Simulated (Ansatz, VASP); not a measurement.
## CdS: VASP beside Ansatz

Contents of INCAR:

```
SYSTEM = CdS
  PREC = Accurate
  ENCUT = 520
  EDIFF = 1E-6
  ISMEAR = -1
  SIGMA = 0.02
  LREAL = .False.
  LASPH = .True.
  NELM = 60
  ALGO = Normal
  ISIF = 2
  LWAVE = .False.
  LCHARG = .False.
  GGA = PE
  NBANDS = 16
```

KPOINTS

```
Automatic mesh
0
Gamma
  7 7 7
  0 0 0
```

The input POSCAR:

```
CdS
1.0
    0.0000000000      2.9232015042      2.9232015042
    2.9232015042      0.0000000000      2.9232015042
    2.9232015042      2.9232015042      0.0000000000
Cd S
1 1
Direct
    0.0000000000      0.0000000000      0.0000000000
    0.7500000000      0.7500000000      0.7500000000
```

Input for Ansatz:

```yaml
crystal:
  lattice:
    - [0.0, 2.9232015042, 2.9232015042]
    - [2.9232015042, 0.0, 2.9232015042]
    - [2.9232015042, 2.9232015042, 0.0]
  atoms:
    - { symbol: Cd, position: [0.0, 0.0, 0.0] }
    - { symbol: S, position: [0.75, 0.75, 0.75] }
kpoints:
  mp_grid: { grid: [7, 7, 7] }
scf:
  occupations: { method: fermi_dirac, width: 0.02 }
hamiltonian:
  xc: pbe
  pseudopotentials: { kind: all_electron, lapw: { basis_error: 0.0005 } }
output:
  forces: true
  stress: true
  eigenvalues: true
```

Change from the starting cell: volume scaled by 0.98.

Alike in both runs: task single point; functional PBE; k mesh 7 × 7 × 7; occupations fermi-dirac, width 0.02 eV; no spin polarisation.

|  | VASP | Ansatz |
| --- | --- | --- |
| version | VASP 6.6.1 | Ansatz 0.2.0 |
| potentials or method | VASP PAW PBE potentials, release 64 (Cd, S) | all-electron LAPW, scalar-relativistic |
| plane-wave cutoff (eV) | 520 | see its input |

|  | VASP | Ansatz | Ansatz less VASP |
| --- | --- | --- | --- |
| gap on the k mesh at the Fermi level (eV) | 1.13 | 1.13 | -0.004 |
| pressure (GPa) | 2.7 | 2.4 | -0.31 |

Ansatz ran all-electron here, so the differences hold the error of VASP's frozen core and of both bases.
